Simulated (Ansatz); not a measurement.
Crystal: ZrN.

```
CELL_PARAMETERS angstrom
0.00000 2.30000 2.30000
2.30000 0.00000 2.30000
2.30000 2.30000 0.00000
ATOMIC_POSITIONS crystal
Zr 0.50000 0.50000 0.50000
N 0.00000 0.00000 0.00000
```

Base run:

```yaml
Program: Ansatz 0.2.0
Functional: RPBE
Potentials_or_basis: Ansatz PAW
Cutoff: "420 eV (not typed: the program's choice for these potentials)"
k_mesh: 10 × 10 × 10
Occupations: gaussian, width 0.05 eV
Spin: no spin polarisation
```

Its results: band gap on the k mesh none (metal or under the smearing width); pressure 2.9 GPa.

Problem. The run is repeated on the same cell with these changes: functional from RPBE to PBEsol; occupations from gaussian, width 0.05 eV to gaussian, width 0.1 eV. What comes out?

Solution. Band gap on the k mesh none (metal or under the smearing width); pressure -7.9 GPa.

Caveats: the PAW data sets come from PBE, with cores solved anew for the run's functional, which leaves a small shift of forces and pressure.
